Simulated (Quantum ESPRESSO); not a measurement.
The system is Ru.

```
CELL_PARAMETERS angstrom
2.70580 0.00000 0.00000
-1.35290 2.34329 0.00000
0.00000 0.00000 4.28190
ATOMIC_POSITIONS crystal
Ru 0.66667 0.33333 0.75000
Ru 0.33333 0.66667 0.25000
```

| Item | Value |
| --- | --- |
| Program | Quantum ESPRESSO 7.5 |
| Task | phonons |
| Functional | RPBE |
| Potentials or basis | PseudoDojo 0.4.1 SR PBE standard |
| Cutoff | 1143 eV |
| Density cutoff | 4572 eV |
| k mesh | 9 × 9 × 5 |
| Occupations | methfessel-paxton, width 0.136 eV |
| Spin | no spin polarisation |
| Mixing beta | 0.5 |
| Most SCF iterations | 120 |
| SCF threshold | 4e-10 Ry |

The cell and the atoms were relaxed first, to 13.96 Å³/atom (a = 2.731 Å, b = 2.731 Å, c = 4.323 Å, α = 90.00°, β = 90.00°, γ = 120.00°), and the response was taken there.

```
Ru
1.0
     2.73116    0.00000    0.00000
    -1.36558    2.36526    0.00000
     0.00000    0.00000    4.32316
Ru
2
Direct
  0.66667 0.33333 0.75000
  0.33333 0.66667 0.25000
```

What is the highest optical frequency at the zone centre?

255 cm⁻¹, a mode of symmetry B1g (silent).

Optical modes at Γ, degenerate ones joined:
```
cm⁻¹  components  symmetry  active in
 168           2       E2g      Raman
 255           1       B1g     silent
```

Caveat: the mesh is thin for the phonons of a metal; the potentials were made for another functional, which shifts forces and pressure.
